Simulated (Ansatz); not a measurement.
Runs of Ansatz 0.2.0 on FeO (Wuestite). It takes space group R-3m (No. 166, trigonal). Conventional cell: a = 3.038 Å, b = 3.038 Å, c = 7.559 Å, α = 90.00°, β = 90.00°, γ = 120.00°. Fe (site symmetry -3m) has 6 O at 2.16 Å as nearest neighbours. O (site symmetry -3m) is surrounded by 6 Fe at 2.16 Å. 

| task | level | spin | cutoff (eV) | points for each segment of the path | gap on the mesh (eV) | pressure (GPa) | moment (μB) |
| --- | --- | --- | --- | --- | --- | --- | --- |
| single point | PBEsol | collinear, random start | 420 | - | none | -9.4 | 4.00 |
| single point | PBEsol | collinear, ferromagnetic start | 420 | - | none | -9.4 | 4.00 |
| band structure | r2SCAN | collinear, ferromagnetic start | 500 | 14 | none | (a) | 4.00 |
| single point | PBEsol | off | 420 | - | none | -34.3 | - |
| band structure | LDA | collinear, ferromagnetic start | 420 | 14 | none | -16.4 | 4.00 |

Alike in all rows: potentials or basis Ansatz PAW; cell as given; k mesh 11 × 11 × 11; smearing fermi-dirac 0.05 eV.

Problem. Estimate the missing entries.

Solution. (a) -5.8.

Caveats: semilocal functionals often make such compounds metallic where correlation or magnetic order opens a gap, which also shifts bond lengths; the PAW data sets come from PBE, with cores solved anew for the run's functional, which leaves a small shift of forces and pressure; a cell with one magnetic atom can't hold antiferromagnetic order, which such compounds often take (some runs); the magnetic or orbital state may not be the lowest (some runs); a pressure of tens of GPa on the cell as given is suspect, and the run, the potentials or the cell itself is likely at fault (some runs).

A gap of «none» marks a metal or a gap under the smearing width.

Runs at the PBE level aren't shown here.
